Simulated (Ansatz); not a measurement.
## AgCl (rocksalt): gap against strain (isotropic on every length)

AgCl (rocksalt), relaxed with r2SCAN in Ansatz, then strained (isotropic on every length; changes of length per length, axes as in the cell below) with the atoms relaxed again within the symmetry that is left. Space group Fm-3m (No. 225), cubic; conventional cell a = 5.546 Å, 21.33 Å³ an atom. Ag has 6 Cl at 2.77 Å; Cl has 6 Ag at 2.77 Å. (Simulation; spin polarisation is off.)

```yaml
crystal:
  lattice:
    - [0.00000, 2.77318, 2.77318]
    - [2.77318, 0.00000, 2.77318]
    - [2.77318, 2.77318, 0.00000]
  atoms:
    - { symbol: Ag, position: [0.00000, 0.00000, 0.00000] }
    - { symbol: Cl, position: [0.50000, 0.50000, 0.50000] }
```

Gaps are the least over each mesh (PBE 8×8×8, r2SCAN 8×8×8, HSE06 6×6×6 when unstrained) and the special points, which keep their unstrained names; stress is the change from the unstrained cell, compression positive.

```csv
strain (%),"gap, PBE (eV)","gap, r2SCAN (eV)","gap, HSE06 (eV)","edges, HSE06","mean stress, r2SCAN (GPa)","energy rise, r2SCAN (meV/atom)"
-4.0,0.918,1.510,2.395,L → Γ,+8.45,56.7
-0.5,0.908,1.475,2.405,L → Γ,+0.79,0.7
0.0,0.912,1.475,2.411,L → Γ,0.00,0.0
+3.0,0.949,1.494,2.458,L → Γ,-3.54,24.4
+5.0,0.988,1.522,2.499,L → Γ,-5.04,62.2
+5.8,1.006,1.535,2.517,L → Γ,-5.49,81.1
+5.99,1.010,1.539,2.521,L → Γ,-5.58,85.8
```

Question: Estimate the row for a strain of -4.77 %.

Answer:
```csv
strain (%),"gap, PBE (eV)","gap, r2SCAN (eV)","gap, HSE06 (eV)","edges, HSE06","mean stress, r2SCAN (GPa)","energy rise, r2SCAN (meV/atom)"
-4.77,0.928,1.527,2.401,L → Γ,+10.77,83.5
```

Between zero and the nearest strains the slope of the HSE06 gap against strain is +0.011 eV per percent for negative and +0.016 for positive strain.

The runs are scalar-relativistic, without spin-orbit coupling.

The meshes of the hybrids are coarse, so their gaps aren't converged to the digits shown.
